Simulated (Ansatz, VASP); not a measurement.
## One calculation of GaSe4, two programs

```
CELL_PARAMETERS angstrom
-3.10824 3.10824 3.10824
3.10824 -3.10824 3.10824
3.10824 3.10824 -3.10824
ATOMIC_POSITIONS crystal
Ga 0.00000 0.00000 0.00000
Se 0.50000 0.50000 0.50000
Se 0.00000 0.00000 0.50000
Se 0.00000 0.50000 0.00000
Se 0.50000 0.00000 0.00000
```

Alike in both runs: functional PBE; k mesh 8 × 8 × 8; occupations gaussian, width 0.1 eV; no spin polarisation.

Ansatz relaxed the structure, and its values are those at the end. VASP's run is a single point on that final structure, the one shown.

|  | VASP | Ansatz |
| --- | --- | --- |
| version | VASP 6.6.1 | Ansatz 0.2.0 |
| potentials or method | VASP PAW PBE potentials, release 64 (Ga_d, Se) | scalar-relativistic, plane waves, PAW |
| plane-wave cutoff (eV) | 520 | 420 |
| valence electrons in the cell | 37 | 77 |

```tsv
	VASP	Ansatz	Ansatz less VASP
gap on the k mesh at the Fermi level (eV)	none	none	-
pressure (GPa)	0.1	0.0	-0.07
```

A gap of «none» marks a metal or a gap that the smearing closes. The two sets of potentials don't hold the same shells in valence.
